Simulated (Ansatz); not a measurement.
Crystal: Pb.

```
CELL_PARAMETERS angstrom
0.00000 2.47502 2.47502
2.47502 0.00000 2.47502
2.47502 2.47502 0.00000
ATOMIC_POSITIONS crystal
Pb 0.00000 0.00000 0.00000
```

```yaml
Program: Ansatz 0.2.0
Task: single point
Functional: PBEsol
Potentials_or_basis: all-electron LAPW, scalar-relativistic
Cutoff: 154 eV (chosen from the basis error)
Basis_error_allowed: 0.001 eV/atom
k_mesh: 9 × 9 × 9
Occupations: fermi-dirac, width 0.05 eV
Spin: no spin polarisation
```

On this cell: pressure -0.6 GPa; band gap on the k mesh none (metal or under the smearing width).

The same run follows on a disturbed copy (cell strained at random at fixed volume):

```
Pb
1.0
    -0.00696    2.46968    2.44843
     2.44759   -0.02698    2.46845
     2.45382    2.49594   -0.03322
Pb
1
Direct
  0.98764 0.00709 0.01656
```

Question: What does the disturbed cell give?

Answer: The energy (extrapolated to zero smearing) moves by +1.9 meV/atom; pressure -0.6 GPa; band gap on the k mesh none (metal or under the smearing width).

Stress tensor (GPa, compression positive):
```
-0.38 -0.01  0.17
-0.01 -0.76  0.72
 0.17  0.72 -0.59
```
